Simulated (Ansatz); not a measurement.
The system is CuO (Tenorite).

```xyz
4
Lattice="2.3447 -1.7134 0.0000 2.3447 1.7134 0.0000 -0.8606 0.0000 5.0594" Properties=species:S:1:pos:R:3 pbc="T T T"
Cu    0.7420   -0.8457    2.5297
Cu    1.1723    0.8457    0.0000
O     1.6421    0.2841    3.8133
O     2.0724   -0.2841    1.2836
```

* Program: Ansatz 0.2.0
* Task: relaxation of cell and atoms
* Functional: PBEsol
* Potentials or basis: Ansatz PAW
* Cutoff: 420 eV (not typed: the program's choice for these potentials)
* k mesh: 10 × 10 × 5
* Occupations: fermi-dirac, width 0.05 eV
* Spin: no spin polarisation

At the start: volume 10.16 Å³/atom.

Q: How do energy, volume and symmetry change on relaxing?

A: It ends after 20 steps and the volume is 10.67 Å³/atom (+4.9 %); space group P4_2/mmc (No. 131, to 0.05 Å).

The path:
| step | energy change (eV) | largest force (eV/Å) | volume (Å³) |
| --- | --- | --- | --- |
| 1 | 0.0000 | 0.7569 | 40.65 |
| 2 | -0.0414 | 0.6039 | 40.72 |
| 3 | -0.1162 | 0.1298 | 41.29 |
| 4 | -0.1311 | 0.0150 | 41.23 |
| 5 | -0.1342 | 0.0043 | 41.61 |
| 6 | -0.1346 | 0.0028 | 41.82 |
| 7 | -0.1346 | 0.0002 | 41.81 |
| 8 | -0.1639 | 0.0018 | 41.81 |
| 9 | -0.1765 | 0.0337 | 42.14 |
| 10 | -0.1791 | 0.0431 | 42.44 |
| 11 | -0.1798 | 0.0011 | 42.48 |
| 12 | -0.1903 | 0.0017 | 42.48 |
| 13 | -0.1929 | 0.0008 | 42.60 |
| 14 | -0.1931 | 0.0029 | 42.63 |
| 15 | -0.1951 | 0.0029 | 42.63 |
| 16 | -0.1955 | 0.0092 | 42.65 |
| 17 | -0.1955 | 0.0003 | 42.66 |
| 18 | -0.1958 | 0.0004 | 42.66 |
| 19 | -0.1959 | 0.0001 | 42.66 |
| 20 | -0.1958 | 0.0001 | 42.66 |

Final structure:
```yaml
crystal:
  lattice:
    - [2.04571, -2.04236, 0.16163]
    - [2.04571, 2.04236, 0.16163]
    - [-0.40206, 0.00000, 5.07377]
  atoms:
    - { symbol: Cu, position: [0.49425, 0.99425, 0.50185] }
    - { symbol: Cu, position: [0.99425, 0.49425, 0.00185] }
    - { symbol: O, position: [0.49419, 0.49431, 0.75185] }
    - { symbol: O, position: [0.49431, 0.49419, 0.25185] }
```

Caveat: the plane-wave basis is chosen anew once the cell has moved, so the energies of steps on either side of that aren't comparable; the pressure holds a Pulay correction of +0.7 GPa for the finite cutoff; the run has no spin polarisation, though such a crystal can be magnetic; the PAW data sets come from PBE, with cores solved anew for the run's functional, which leaves a small shift of forces and pressure.
